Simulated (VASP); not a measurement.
Runs of VASP 6.6.1 on Sc. Symmetry: I4/mmm, No. 139, tetragonal system. The conventional cell has a = 3.834 Å, b = 3.834 Å, c = 3.435 Å, α = 90.00°, β = 90.00°, γ = 90.00°. Around Sc (site symmetry 4/mmm) lie 10 Sc at 3.21 to 3.44 Å. This isn't the form of Sc at room conditions, which is hcp.

```tsv
task	level	potentials or basis	U	cell	k mesh	cutoff (eV)	smearing	other keys	gap on the mesh (eV)	pressure (GPa)
single point	PBE	VASP PAW PBE potentials, release 64 (Sc_sv)	-	as given	10 × 10 × 10	520	gaussian 0.05 eV	-	none	(a)
relaxation of the atoms	LDA+U	VASP PAW LDA potentials, release 64 (Sc_sv)	Sc d U = 6.2 eV	atoms relaxed from: cell strained at random at fixed volume	8 × 8 × 8	520	methfessel-paxton 0.2 eV	IBRION = 1; POTIM = 0.2; k = 8 × 8 × 8; NBANDS = 10	none	4.8
single point	r2SCAN+D3(BJ)	VASP PAW PBE potentials, release 64 (Sc_sv)	-	volume scaled by 1.08	10 × 10 × 10	520	methfessel-paxton 0.1 eV	-	none	-4.9
single point	r2SCAN+rVV10	VASP PAW PBE potentials, release 64 (Sc_sv)	-	volume scaled by 1.15	10 × 10 × 10	500	fermi-dirac 0.1 eV	PREC = High	none	-6.5
```

Alike in all rows: no spin polarisation.

Fill in the values left out.

(a) -0.9.

Caveats: the PAW data sets were made with another functional, which shifts forces and pressure a little (some runs); pairwise dispersion overbinds metals, which lowers pressure and volume (some runs); the relaxation stopped at its first step, so nothing moved (some runs); U without spin polarisation on a metal has little footing (some runs); the U is typed as a test and isn't derived for this compound (some runs).

A gap of «none» marks a metal or a gap under the smearing width.
